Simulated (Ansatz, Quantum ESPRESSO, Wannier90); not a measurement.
# zigzag Si chain, bond 2.20 Å, width 1.6 Å: Wannier functions and conductance, part 3 of 5

How many channels does the wire offer, and does a small Wannier basis get them right? The wire: zigzag Si chain, bond 2.20 Å, width 1.6 Å.

Quantum ESPRESSO 7.5 and Wannier90 3.1.0; plane-wave DFT, PBE, GBRV ultrasoft pseudopotentials; cross-check by Ansatz 0.2.0 with PAW datasets.

So far. Step 2 (Self-consistent run): The run needed 11 iterations to bring the estimated error under 1e-07 Ry; the largest force on any atom, held or free, is 2.24 eV/Å.

**6. Localisation, bands and conductance**

Level of this step: maximally localised Wannier functions and ballistic conductance; plane-wave DFT, PBE, GBRV ultrasoft pseudopotentials (Wannier90).

After disentangling and localising, transport_mode = bulk builds principal layers from hoppings within dist_cutoff and counts open channels.

Contents of wan.win:

```
num_wann = 8
num_bands = 18
num_iter = 200
num_print_cycles = 20
conv_tol = 1e-8
conv_window = 5
guiding_centres = true
dis_num_iter = 1500
dis_conv_tol = 1e-8
dis_win_min = -13.9648
dis_win_max = 6.0352
dis_froz_max = -1.4648
search_shells = 120
fermi_energy = -2.9648

transport = true
transport_mode = bulk
one_dim_axis = z
dist_cutoff = 18.02
dist_cutoff_mode = one_dim
tran_win_min = -4.0
tran_win_max = 2.0
tran_energy_step = 0.02

bands_plot = true
bands_num_points = 96
begin kpoint_path
G 0.0 0.0 0.0 Z 0.0 0.0 0.5
end kpoint_path

begin projections
Si:s;p
end projections

begin unit_cell_cart
ang
  9.0000000000 0.0000000000 0.0000000000
  0.0000000000 8.0000000000 0.0000000000
  0.0000000000 0.0000000000 3.0199337741
end unit_cell_cart

begin atoms_frac
  Si -0.0888888889 0.0000000000 0.0000000000
  Si 0.0888888889 0.0000000000 0.5000000000
end atoms_frac

mp_grid = 1 1 12
begin kpoints
  0.0 0.0 0.0000000000
  0.0 0.0 0.0833333333
  0.0 0.0 0.1666666667
  0.0 0.0 0.2500000000
  0.0 0.0 0.3333333333
  0.0 0.0 0.4166666667
  0.0 0.0 0.5000000000
  0.0 0.0 0.5833333333
  0.0 0.0 0.6666666667
  0.0 0.0 0.7500000000
  0.0 0.0 0.8333333333
  0.0 0.0 0.9166666667
end kpoints
```

Run with:

```sh
> OMP_NUM_THREADS=1 wannier90.x wan > wan.run.log
```

The program printed:

```text
[banner, memory and clock lines left out]
+---------------------------------------------------+
             |                                                   |
             |                   WANNIER90                       |
             |                                                   |
             +---------------------------------------------------+
             |                                                   |
             |        Welcome to the Maximally-Localized         |
             |        Generalized Wannier Functions code         |
             |                             |
             |                                                   |
             |                                                   |
             |  Wannier90 Developer Group:                       |
             |    Giovanni Pizzi    (EPFL)                       |
             |    Valerio Vitale    (Cambridge)                  |
             |    David Vanderbilt  (Rutgers University)         |
             |    Nicola Marzari    (EPFL)                       |
             |    Ivo Souza         (Universidad del Pais Vasco) |
             |    Arash A. Mostofi  (Imperial College London)    |
             |    Jonathan R. Yates (University of Oxford)       |
             |                                                   |
             |  For the full list of Wannier90 3.x authors,      |
             |  please check the code documentation and the      |
             |  README on the GitHub page of the code            |
             |                                                   |
             |                                                   |
             |                                                   |
             |  [ref] "Wannier90 as a community code:            |
             |        new features and applications",            |
             |        165902 (2020).                             |
             |            |
             |                                                   |
             |  in any publications arising from the use of      |
             |                                                   |
             |  [ref] "Maximally Localized Generalised Wannier   |
             |         Functions for Composite Energy Bands"     |
             |         N. Marzari and D. Vanderbilt              |
             |         Phys. Rev. B 56 12847 (1997)              |
             |                                                   |
             |  [ref] "Maximally Localized Wannier Functions     |
             |         for Entangled Energy Bands"               |
             |         I. Souza, N. Marzari and D. Vanderbilt    |
             |         Phys. Rev. B 65 035109 (2001)             |
             |                                                   |
             |                                                   |
             | Copyright (c) 1996-2020                           |
             |        The Wannier90 Developer Group and          |
             |        individual contributors                    |
             |                                                   |
             |      Release: 3.1.0        5th March    2020      |
             |                                                   |
             | This program is free software; you can            |
             | redistribute it and/or modify it under the terms  |
             | of the GNU General Public License as published by |
             | the Free Software Foundation; either version 2 of |
             | the License, or (at your option) any later version|
             |                                                   |
             | This program is distributed in the hope that it   |
             | will be useful, but WITHOUT ANY WARRANTY; without |
             | even the implied warranty of MERCHANTABILITY or   |
             | FITNESS FOR A PARTICULAR PURPOSE. See the GNU     |
             | General Public License for more details.          |
             |                                                   |
             | You should have received a copy of the GNU General|
             | Public License along with this program; if not,   |
             | write to the Free Software Foundation, Inc.,      |
             | 675 Mass Ave, Cambridge, MA 02139, USA.           |
             |                                                   |
             +---------------------------------------------------+
[date or host left out]
             +---------------------------------------------------+

 ******************************************************************************
 * -> Using CODATA 2006 constant values                                       *
 *    (                      *
 * -> Using Bohr value from CODATA                                            *
 ******************************************************************************

 Running in serial (with parallel executable)

                                    ------
                                    SYSTEM
                                    ------

                              Lattice Vectors (Ang)
                    a_1     9.000000   0.000000   0.000000
                    a_2     0.000000   8.000000   0.000000
                    a_3     0.000000   0.000000   3.019934

                   Unit Cell Volume:     217.43523  (Ang^3)

                        Reciprocal-Space Vectors (Ang^-1)
                    b_1     0.698132   0.000000   0.000000
                    b_2     0.000000   0.785398   0.000000
                    b_3     0.000000   0.000000   2.080571

 *----------------------------------------------------------------------------*
 |   Site       Fractional Coordinate          Cartesian Coordinate (Ang)     |
 +----------------------------------------------------------------------------+
 | Si   1  -0.08889   0.00000   0.00000   |   -0.80000   0.00000   0.00000    |
 | Si   2   0.08889   0.00000   0.50000   |    0.80000   0.00000   1.50997    |
 *----------------------------------------------------------------------------*
                                ------------
                                K-POINT GRID
                                ------------

             Grid size =  1 x  1 x 12      Total points =   12

 *---------------------------------- MAIN ------------------------------------*
 |  Number of Wannier Functions               :                 8             |
 |  Number of Objective Wannier Functions     :                 8             |
 |  Number of input Bloch states              :                18             |
[...]
20    -0.115E-01     0.3158169626       17.5150659336       0.13  <-- CONV
        O_D=      0.1614381 O_OD=      4.6698257 O_TOT=     17.5150659 <-- SPRD
 Delta: O_D=  0.1303769E-03 O_OD= -0.1164014E-01 O_TOT= -0.1150977E-01 <-- DLTA
 Cycle:     40
[...]
Sum of centres and spreads ( -0.000000,  0.000000,  6.039868 )    17.43304020

     40    -0.308E-03     0.0657280184       17.4330402034       0.14  <-- CONV
        O_D=      0.1628073 O_OD=      4.5864308 O_TOT=     17.4330402 <-- SPRD
 Delta: O_D=  0.2208773E-03 O_OD= -0.5293517E-03 O_TOT= -0.3084744E-03 <-- DLTA
 Cycle:     60
[...]
Sum of centres and spreads ( -0.000000,  0.000000,  6.039867 )    17.43184565

     60    -0.719E-05     0.0098380108       17.4318456555       0.16  <-- CONV
        O_D=      0.1637046 O_OD=      4.5843390 O_TOT=     17.4318457 <-- SPRD
 Delta: O_D=  0.2170517E-04 O_OD= -0.2889220E-04 O_TOT= -0.7187033E-05 <-- DLTA
 Cycle:     80
[...]
Sum of centres and spreads ( -0.000000,  0.000000,  6.039867 )    17.43181602

     80    -0.107E-06     0.0009720435       17.4318160299       0.17  <-- CONV
        O_D=      0.1638388 O_OD=      4.5841751 O_TOT=     17.4318160 <-- SPRD
 Delta: O_D=  0.5980426E-05 O_OD= -0.6087552E-05 O_TOT= -0.1071262E-06 <-- DLTA
 Cycle:    100
[...]
Sum of centres and spreads (  0.000000,  0.000001,  6.039841 )    17.43181023

    100    -0.132E-05     0.0032998128       17.4318102394       0.19  <-- CONV
        O_D=      0.1638475 O_OD=      4.5841607 O_TOT=     17.4318102 <-- SPRD
 Delta: O_D= -0.8431305E-05 O_OD=  0.7109924E-05 O_TOT= -0.1321380E-05 <-- DLTA

 Writing checkpoint file wan.chk... done

 Cycle:    120
[...]
Sum of centres and spreads (  0.004318,  0.000014,  6.037859 )    17.36833094

    120    -0.126E-01     0.5533977081       17.3683309454       0.20  <-- CONV
        O_D=      0.1595998 O_OD=      4.5249291 O_TOT=     17.3683309 <-- SPRD
 Delta: O_D=  0.3153353E-03 O_OD= -0.1293007E-01 O_TOT= -0.1261473E-01 <-- DLTA
 Cycle:    140
[...]
Sum of centres and spreads (  0.068057,  0.000114,  6.038283 )    15.86200346

    140    -0.638E-01     0.9377144430       15.8620034702       0.21  <-- CONV
        O_D=      0.1000690 O_OD=      3.0781324 O_TOT=     15.8620035 <-- SPRD
 Delta: O_D= -0.2200921E-01 O_OD= -0.4181073E-01 O_TOT= -0.6381995E-01 <-- DLTA
 Cycle:    160
[...]
Sum of centres and spreads (  0.013203,  0.000159,  6.040667 )    15.67239919

    160    -0.128E-02     0.1436560252       15.6723991989       0.23  <-- CONV
        O_D=      0.0898113 O_OD=      2.8987858 O_TOT=     15.6723992 <-- SPRD
 Delta: O_D=  0.7737711E-03 O_OD= -0.2051118E-02 O_TOT= -0.1277347E-02 <-- DLTA
 Cycle:    180
[...]
Sum of centres and spreads (  0.002682,  0.000214,  6.040225 )    15.66435242

    180    -0.955E-04     0.0511807512       15.6643524256       0.24  <-- CONV
        O_D=      0.0895009 O_OD=      2.8910495 O_TOT=     15.6643524 <-- SPRD
 Delta: O_D= -0.6872284E-04 O_OD= -0.2682313E-04 O_TOT= -0.9554597E-04 <-- DLTA
 Cycle:    200
[...]
Sum of centres and spreads (  0.000487,  0.000300,  6.040015 )    15.66334505

    200    -0.222E-04     0.0174046088       15.6633450637       0.26  <-- CONV
        O_D=      0.0894147 O_OD=      2.8901283 O_TOT=     15.6633451 <-- SPRD
 Delta: O_D=  0.6557796E-05 O_OD= -0.2880083E-04 O_TOT= -0.2224304E-04 <-- DLTA

 Writing checkpoint file wan.chk... done

 Final State
  WF centre and spread    1  ( -0.661120, -0.000422,  0.724989 )     1.81959945
  WF centre and spread    2  ( -0.672491, -0.000387, -0.727915 )     1.82739208
  WF centre and spread    3  ( -1.794506, -0.000094,  0.003030 )     2.16665750
  WF centre and spread    4  ( -0.712731,  0.001205,  0.000000 )     2.01693917
  WF centre and spread    5  (  0.662024, -0.000012,  2.235306 )     1.81861432
  WF centre and spread    6  (  0.672069, -0.000010,  0.782231 )     1.82962014
  WF centre and spread    7  (  1.794512, -0.000001,  1.512407 )     2.16758241
  WF centre and spread    8  (  0.712731,  0.000021,  1.509967 )     2.01693998
  Sum of centres and spreads (  0.000487,  0.000300,  6.040015 )    15.66334505

         Spreads (Ang^2)       Omega I      =    12.683802096
        ================       Omega D      =     0.089414710
                               Omega OD     =     2.890128259
    Final Spread (Ang^2)       Omega Total  =    15.663345064
 Time for wannierise            0.140 (sec)

 Writing checkpoint file wan.chk... done

 *---------------------------------------------------------------------------*
 |                               PLOTTING                                    |
 *---------------------------------------------------------------------------*

 Translated centres
    translation centre in fractional coordinate:  0.000000  0.000000  0.250000
  WF centre     1  ( -0.661120, -0.000422,  0.724989 )
  WF centre     2  ( -0.672491, -0.000387, -0.727915 )
  WF centre     3  ( -1.794506, -0.000094,  0.003030 )
  WF centre     4  ( -0.712731,  0.001205,  0.000000 )
  WF centre     5  (  0.662024, -0.000012,  2.235306 )
  WF centre     6  (  0.672069, -0.000010,  0.782231 )
  WF centre     7  (  1.794512, -0.000001,  1.512407 )
  WF centre     8  (  0.712731,  0.000021,  1.509967 )

 Calculating interpolated band-structure

 Time to calculate interpolated band structure       0.008 (sec)

 Time for plotting              0.012 (sec)

 *---------------------------------------------------------------------------*
 |                              TRANSPORT                                    |
 *---------------------------------------------------------------------------*

 Calculation of Quantum Conductance and DoS: bulk mode

 Maximum imaginary part of the real-space Hamiltonian:     0.000075

     Maximum real part of the real-space Hamiltonian at each lattice point
            Lattice point R           Max |H_ij(R)|
                  -7                     0.000000
                  -6                     0.006463
                  -5                     0.013028
                  -4                     0.020748
                  -3                     0.061064
                  -2                     0.335158
                  -1                     4.101205
                   0                     4.323114
                   1                     4.101205
                   2                     0.335158
                   3                     0.061064
                   4                     0.020748
                   5                     0.013028
                   6                     0.006463
                   7                     0.000000

 Number of unit cells inside the principal layer:     6
 Number of Wannier Functions inside the principal layer:    48

 Calculating quantum conductance and density of states... done

 Time for transport             2.592 (sec)
 Total Execution Time           2.900 (sec)

 *===========================================================================*
 |                             TIMING INFORMATION                            |
 *===========================================================================*
 |    Tag                                                Ncalls      Time (s)|
 |---------------------------------------------------------------------------|
 |kmesh: get                                        :         1         0.014|
 |overlap: allocate                                 :         1         0.000|
 |overlap: read                                     :         1         0.020|
 |dis: main                                         :         1         0.117|
 |wann: main                                        :         1         0.140|
 |plot: main                                        :         1         0.012|
 |tran: main                                        :         1         2.592|
 *---------------------------------------------------------------------------*

 All done: wannier90 exiting
[key lines of the parts left out:]
|  Fermi energy (eV)                         :            -2.965             |
```

The job ended after 3.3 s (1 MPI rank of Arm Neoverse V1, shared host; peak memory 0.09 GiB).

Read from the output:

| Item | Value |
| --- | --- |
| lead channels at the Fermi level, one spin | 4.000 |
| total spread | 15.66 Å² |
| gauge-invariant spread | 12.68 Å² |
| largest misfit to plane-wave levels between mesh points, inside the frozen window | 0.01532 eV |

Per spin. The quantum conductance of the perfect wire, open channels by energy, zero at the Fermi level:

| energy (eV) | quantum conductance of the perfect wire, open channels |
| --- | --- |
| -4.0000 | 2 |
| -3.7600 | 2 |
| -3.5000 | 6.9e-6 |
| -3.2600 | 3.6e-7 |
| -3.0000 | 1.3e-6 |
| -2.7600 | 2.00 |
| -2.5000 | 2 |
| -2.2600 | 2 |
| -2.0000 | 3.00 |
| -1.7600 | 3 |
| -1.5000 | 3 |
| -1.2600 | 3 |
| -1.0200 | 3 |
| -0.7600 | 3 |
| -0.5000 | 3 |
| -0.2600 | 4.00 |
| 0.0000 | 4 |
| 0.2400 | 4 |
| 0.5000 | 2.00 |
| 0.7400 | 2 |
| 1.0000 | 2 |
| 1.2400 | 2 |
| 1.5000 | 2 |
| 1.7400 | 2 |
| 2.0000 | 2 |

Wannier functions:

| no. | x (Å) | y (Å) | z (Å) | spread (Å²) |
| --- | --- | --- | --- | --- |
| 1 | -0.6611 | -4.22e-4 | 0.725 | 1.82 |
| 2 | -0.6725 | -3.87e-4 | -0.7279 | 1.827 |
| 3 | -1.795 | -9.40e-5 | 0.00303 | 2.167 |
| 4 | -0.7127 | 0.001205 | 0 | 2.017 |
| 5 | 0.662 | -1.20e-5 | 2.235 | 1.819 |
| 6 | 0.6721 | -1.00e-5 | 0.7822 | 1.83 |
| 7 | 1.795 | -1.00e-6 | 1.512 | 2.168 |
| 8 | 0.7127 | 2.10e-5 | 1.51 | 2.017 |

Electronic bands along the path, in eV, zero at the Fermi level; # counts the bands kept:

| point | #1 | #2 | #3 | #4 | #5 | #6 | #7 | #8 |
| --- | --- | --- | --- | --- | --- | --- | --- | --- |
| Γ | -10.55 | -4.57 | -2.09 | -0.27 | 2.50 | 2.98 | 6.00 | 8.78 |
| halfway | -9.59 | -3.72 | -2.05 | -1.17 | 0.34 | 3.44 | 4.67 | 7.03 |
| Z | -6.75 | -6.75 | -1.02 | -1.02 | 1.44 | 1.44 | 4.31 | 4.31 |

The electronic bands as a text plot (rows in eV, shown from -8.0 to 4.3 only):

```
    4.1 |                               ****               ******
    3.5 |                   *******************************
    3.0 |*******************                ********
    2.5 |****                                       ******
    2.0 |    ****                                         ****
    1.5 |        ***                                          ***
    1.0 |           **                                    *****
    0.5 |             ***        *******************  ****
    0.0 |************************               **********
   -0.6 |                   **            ******          *****
   -1.1 |                     *** ********                    ***
   -1.6 |              *************                     *****
   -2.1 |**************             ***             *****
   -2.6 |                              *************
   -3.1 |
   -3.6 |                         ***********
   -4.2 |            *************           ****
   -4.7 |************                            ***
   -5.2 |                                           ****
   -5.7 |                                               ***
   -6.2 |                                                  ****
   -6.7 |                                                      **
   -7.2 |                                                  *****
   -7.7 |                                              ****
         Γ                                                      Z
```

Bands and channels are those of the Wannier model: bands that were not projected, and all outside the frozen window, are missing or only approximate.

**7. Neighbour list from wannier90 -pp, with dis_froz_max − E_F = -2.0**

A sensitivity test on the input.

wan_w.win is the input of step 6 with these lines changed:

```diff
@@ -11,3 +11,3 @@
 dis_win_max = 6.0352
-dis_froz_max = -1.4648
+dis_froz_max = -4.9648
 search_shells = 120
```

Run with:

```sh
> OMP_NUM_THREADS=1 wannier90.x -pp wan_w > wan_w.pp.log
```

Run time: 0.46 s. Hardware: 1 MPI rank; peak memory 0.09 GiB.

**8. Overlaps and projections**

The same post-processing, on the changed run.

Contents of wan_w.p2w.in:

```
&inputpp
  prefix = 'nscf'
  outdir = './out'
  seedname = 'wan_w'
  write_mmn = .true.
  write_amn = .true.
  write_unk = .false.
/
```

Run with:

```sh
> OMP_NUM_THREADS=1 mpirun -n 2 pw2wannier90.x -in wan_w.p2w.in > wan_w.p2w.out
```

Wall time 4.3 s (2 MPI ranks); peak memory 0.11 GiB.

[end of part 3 of 5]

[Logs are printed without paths, hosts, clocks, repeated set-up lines and the standing remarks that a program may print on its own settings, such as how far it seeks lower states.]

[Hosts, paths, dates, database ids (printed as entryN), source tags and the programs' standing remarks are cut or masked in the printed files.]

[Maps of the electrostatic potential energy from Ansatz leave out the sawtooth potential of an applied field or a dipole correction, so their vacuum need not be flat; planar profiles and work functions include it.]
